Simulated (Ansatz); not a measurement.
# BN: the cost of one run

Method: DFT LDA, scalar-relativistic, plane waves, PAW, in Ansatz 0.2.0.

3 further runs of the same task are left out: 3 set aside as unsound or not needed.

## 1. The system as given

The structure is trigonal, space group R3m (No. 160). The conventional cell has a = 2.489 Å, b = 2.489 Å, c = 9.672 Å, α = 90.00°, β = 90.00°, γ = 120.00°. Around B (site symmetry 3m) lie 3 N at 1.44 Å. Around N (site symmetry 3m) lie 3 B at 1.44 Å.

As a file:

```
CELL_PARAMETERS angstrom
1.24430 0.71840 3.22410
-1.24430 0.71840 3.22410
0.00000 -1.43679 3.22410
ATOMIC_POSITIONS crystal
B 0.99974 0.99974 0.99974
N 0.33269 0.33269 0.33269
```

It goes back to an entry of the Materials Project, which need not be the stable form.

This cell was relaxed beforehand with the same method: volume 8.65 Å³/atom, gap on the mesh 4.04 eV.

## 2. Relaxing at 2 GPa

At a set pressure the run lowers the enthalpy E + PV, so the energy alone may rise along the way.

The input, input.yaml:

```yaml
crystal:
  lattice:
    - [1.2442985526, 0.7183961043, 3.2240992006]
    - [-1.2442985526, 0.7183961043, 3.2240992006]
    - [0.0, -1.4367922086, 3.2240992005]
  atoms:
    - { symbol: B, position: [0.9997405139, 0.9997405139, 0.9997405139] }
    - { symbol: "N", position: [0.3326924861, 0.3326924861, 0.3326924861] }
basis:
  ecutwfc: 420
kpoints:
  mp_grid: { grid: [12, 12, 12] }
hamiltonian:
  xc: lda
scf:
  occupations: { method: fixed }
output:
  forces: true
  stress: true
  eigenvalues: true
relax:
  adjacent_minimum: "off"
  f_tol: 0.001
  max_steps: 60
  cell: { stress_tol: 0.02, p_target: 2.0 }
```

On the command line:

```
> ansatz run input.yaml --threads 1 --pin off --max-ram 3072MiB --backend cpu --events-out ev --progress --plain --runs-dir out
```

**Question.** How long does this run take on 1 thread of Intel Xeon 6975P-C (Granite Rapids), shared host, and how much memory does it need?

About 16 s, with a peak of 0.35 GiB.
